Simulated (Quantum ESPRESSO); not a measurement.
C under changes of volume

One of the cells (5.672 Å³/atom); the others are scaled copies at fixed shape and fractional positions:

```
C
1.0
     2.52210    0.00000    0.00000
    -1.26105    2.18420    0.00000
     0.00000    0.00000   12.35570
C
12
Cartesian
  1.2611 0.7281 4.3760
  0.0000 1.4561 10.5539
  1.2611 0.7281 1.8018
  0.0000 1.4561 7.9797
  1.2611 0.7281 5.9205
  0.0000 1.4561 12.0983
  1.2611 0.7281 0.2574
  0.0000 1.4561 6.4352
  0.0000 0.0000 10.0390
  0.0000 0.0000 3.8612
  0.0000 0.0000 8.4945
  0.0000 0.0000 2.3167
```

This is a hexagonal form of diamond, not graphite.

- Program: Quantum ESPRESSO 7.5
- Functional: LDA
- Potentials or basis: GBRV 1.5 LDA
- Cutoff: 612 eV
- Density cutoff: 4898 eV
- k mesh: 12 × 12 × 3
- Occupations: fermi-dirac, width 0.05 eV
- Spin: no spin polarisation

| volume (Å³/atom) | energy over the lowest point (meV/atom) | pressure (GPa) | gap on the mesh (eV) |
| --- | --- | --- | --- |
| 5.332 | ? | ? | ? |
| 5.445 | 0.99 | 5.8 | 4.48 |
| 5.559 | 0.00 | -3.8 | 4.42 |
| 5.672 | 5.55 | -12.6 | 4.36 |
| 5.786 | 17.03 | -20.6 | 4.31 |
| 5.899 | 33.92 | -27.8 | 4.25 |
| 6.012 | 55.73 | -34.4 | 4.20 |

Task: What does the run at 5.332 Å³/atom give?

Result: Energy over the lowest point 9.14 meV/atom; pressure 16.4 GPa; gap on the mesh 4.53 eV.

Worked out: A Birch-Murnaghan fit of order 3 (a polynomial in V^(-2/3)) to the other rows has its minimum at 5.52 Å³/atom with B0 = V·E''(V) = 460 GPa and B' = 3.2 at fixed shape and positions, which overstates the stiffness. It gives 9.00 meV/atom at 5.332 Å³/atom, against the run's 9.14, and -dE/dV = 16.6 GPa, against 16.4. A straight line through the other rows of the gap, of slope -2.83 eV per unit of ln V, extrapolates to 4.54 eV, against the run's 4.53.

Energies are extrapolated to zero smearing.

Caveats: an odd mesh through Γ misses points on the zone boundary, where band edges often lie; the cell as given lies far from equilibrium (some runs).
